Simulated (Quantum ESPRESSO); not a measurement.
Ge:

```
Ge
1.0
    -2.57449    2.57449    1.39741
     2.57449   -2.57449    1.39741
     2.57449    2.57449   -1.39741
Ge
2
Direct
  0.50000 0.50000 0.00000
  0.25000 0.75000 0.50000
```

This isn't the form of Ge at room conditions, which is diamond.

Base run:

```yaml
Program: Quantum ESPRESSO 7.5
Functional: LDA
Potentials_or_basis: GBRV 1.5 LDA
Cutoff: 612 eV
Density_cutoff: 4898 eV
k_mesh: 11 × 11 × 11
Occupations: fermi-dirac, width 0.05 eV
Spin: no spin polarisation
```

Its results: band gap on the k mesh none (metal or under the smearing width); pressure -2.7 GPa.

Task: The run is repeated on the same cell with these changes: functional from LDA to PBEsol; potentials or basis from GBRV 1.5 LDA to GBRV 1.5 PBEsol. What comes out?

Result: Band gap on the k mesh none (metal or under the smearing width); pressure -0.8 GPa.
